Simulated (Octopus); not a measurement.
## BeTe under changes of volume

One of the cells (21.254 Å³/atom); the others are scaled copies at fixed shape and fractional positions:

```
CELL_PARAMETERS angstrom
0.00000 2.77000 2.77000
2.77000 0.00000 2.77000
2.77000 2.77000 0.00000
ATOMIC_POSITIONS crystal
Te 0.75000 0.75000 0.75000
Be 0.00000 0.00000 0.00000
```

- Program: Octopus 16.4
- Functional: PBEsol
- Potentials or basis: pseudodojo_pbesol (PseudoDojo 0.4, PBEsol)
- Grid spacing: 0.126 Å
- k mesh: 8 × 8 × 8
- Occupations: fermi-dirac, width 0.05 eV
- Spin: no spin polarisation

```csv
volume (Å³/atom),energy over the lowest point (meV/atom),gap on the mesh (eV)
19.979,40.11,1.58
20.404,24.91,1.64
20.829,13.69,1.70
21.254,?,?
21.679,1.88,1.80
22.104,0.00,1.85
22.529,0.43,1.90
```

Q: What does the run at 21.254 Å³/atom give?

A: Energy over the lowest point 6.33 meV/atom; gap on the mesh 1.75 eV.

Worked out: A Birch-Murnaghan fit of order 3 (a polynomial in V^(-2/3)) to the other rows has its minimum at 22.23 Å³/atom with B0 = V·E''(V) = 42 GPa (rough, since the energies scatter). It gives 6.26 meV/atom at 21.254 Å³/atom, against the run's 6.33. A straight line through the other rows of the gap, of slope 2.64 eV per unit of ln V, gives 1.75 eV, against the run's 1.75.

Energies are extrapolated to zero smearing.

Caveats: spin-orbit coupling is left out, which moves the levels of the heavy elements.

A mesh can miss the band edges.
